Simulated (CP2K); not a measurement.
Ta2N:

```xyz
3
Lattice="3.1129 0.0000 0.0000 -1.5564 2.6958 0.0000 0.0000 0.0000 4.8698" Properties=species:S:1:pos:R:3 pbc="T T T"
Ta    0.0000    1.7972    1.2404
Ta    1.5564    0.8986    3.6294
N     0.0000    0.0000    0.0000
```

The cell comes from a database or a generator and needn't be the stable form of this composition.

Base run:

```yaml
Program: CP2K 2026.2
Functional: PBE
Potentials_or_basis: GTH_POTENTIALS Ta GTH-PBE-q13, N GTH-PBE-q5; DZVP-MOLOPT-SR-GTH basis
Density_cutoff: 6123 eV
k_mesh: 10 × 10 × 6
Occupations: fermi-dirac, width 0.05 eV
Spin: no spin polarisation
```

Its results: band gap on the k mesh none (metal or under the smearing width); pressure -4.2 GPa; largest force 0.152 eV/Å.

Problem. The run is repeated on the same cell with these changes: functional from PBE to LDA. What comes out?

Solution. Band gap on the k mesh none (metal or under the smearing width); pressure -13.0 GPa; largest force 0.418 eV/Å.

LDA binds more tightly than PBE, so the same cell stands under less pressure.

Caveats: spin-orbit coupling is left out, which moves the levels of the heavy elements; the basis of atomic orbitals isn't converged, which shifts pressures, moduli and gaps; the potentials were made for another functional, which shifts forces and pressure (some runs).
